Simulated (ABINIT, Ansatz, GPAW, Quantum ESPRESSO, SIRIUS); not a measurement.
CuO: 6 runs at one level of theory

```xyz
2
Lattice="2.8363 0.0000 0.0000 -1.4182 2.4563 0.0000 0.0000 0.0000 2.7681" Properties=species:S:1:pos:R:3 pbc="T T T"
Cu    0.0271    0.0113   -0.0529
O     1.3653    0.8053    1.4051
```

The cell comes from a database or a generator and needn't be the stable form of this composition.

Atoms were shifted at random by some hundredths of an Å from the given cell, which wasn't relaxed again for these runs.

Alike in all runs: task single point; functional PBE; k mesh 11 × 11 × 10; occupations fermi-dirac, width 0.05 eV; no spin polarisation; no spin-orbit coupling. Pressure is positive in compression and, in plane waves, holds the error of the finite cutoff, which Ansatz's Pulay term estimates and takes out.

```
                                     program and potentials  plane-wave cutoff (eV)                                                                        notes  pressure (GPa)  largest force (eV/Å)  energy over the undisturbed cell (meV/atom)
SIRIUS, PseudoDojo 0.4.1 PBE standard (scalar relativistic)                    1254                                    12.5 valence electrons an atom on average            0.10                 0.271                                            -
                  Quantum ESPRESSO, SSSP 1.3 efficiency PBE                     748                                     8.5 valence electrons an atom on average           -0.01                 0.283                                         2.98
             Ansatz, all-electron LAPW, scalar-relativistic                       -                                                                            -            0.40                 0.280                                            -
                                   ABINIT, JTH PAW PBE v2.0                     707                                    12.5 valence electrons an atom on average            0.11                 0.284                                         3.00
                 GPAW, GPAW PAW data sets (gpaw-data 1.2.1)                     800                                     8.5 valence electrons an atom on average            1.65                 0.321                                         4.29
                      Ansatz, Ansatz PAW (earlier soft set)                     420  12.5 valence electrons an atom on average; Pulay term of +0.46 GPa included            0.35                 0.282                                         2.99
```

Force on atom 1 (Cu), eV/Å:

```csv
program and potentials,x,y,z
"SIRIUS, PseudoDojo 0.4.1 PBE standard (scalar relativistic)",0.038,-0.030,0.267
"Quantum ESPRESSO, SSSP 1.3 efficiency PBE",0.046,-0.029,0.278
"Ansatz, all-electron LAPW, scalar-relativistic",0.054,-0.026,0.273
"ABINIT, JTH PAW PBE v2.0",0.048,-0.028,0.279
"GPAW, GPAW PAW data sets (gpaw-data 1.2.1)",0.018,-0.040,0.318
"Ansatz, Ansatz PAW (earlier soft set)",0.046,-0.029,0.277
```

The pressure spans -0.01 (Quantum ESPRESSO, SSSP 1.3 efficiency PBE) to 1.65 GPa (GPAW, GPAW PAW data sets (gpaw-data 1.2.1)), with all-electron results at 0.40.

The functional is the same throughout but for its coding, so the spread measures potentials, basis and numerics; runs on potential files found faulty are left out.
